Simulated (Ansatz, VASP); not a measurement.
TiO2 in VASP and in Ansatz

```
CELL_PARAMETERS angstrom
0.00000 2.39683 2.39683
2.39683 0.00000 2.39683
2.39683 2.39683 0.00000
ATOMIC_POSITIONS crystal
Ti 0.00000 0.00000 0.00000
O 0.25000 0.25000 0.25000
O 0.75000 0.75000 0.75000
```

The cell was built by a generator and needn't be a form met in nature.

Alike in both runs: task single point; functional HSE06; k mesh 4 × 4 × 4; no spin polarisation.

|  | VASP | Ansatz |
| --- | --- | --- |
| version | VASP 6.6.1 | Ansatz 0.2.0 |
| potentials or method | VASP PAW PBE potentials, release 64 (Ti_sv, O) | plane waves, PAW |
| plane-wave cutoff (eV) | 520 | 420 |
| occupations | gaussian, width 0.01 eV | fixed |
| valence electrons in the cell | 24 | 24 |

Ansatz gave:

* gap on the k mesh at the Fermi level (eV): 2.63
* pressure (GPa): -4.0

Problem. What did VASP give for the same quantities?

Solution. gap on the k mesh at the Fermi level (eV): 2.60; pressure (GPa): -3.0.

Ansatz warned: «stress_exchange_threshold_loose».

Caveats: the k mesh is coarse (spacing up to 0.57 Å⁻¹), so the values aren't converged, least of all with exact exchange; the PAW data sets were made with another functional, which shifts forces and pressure a little (VASP). A k mesh can miss the band edges.
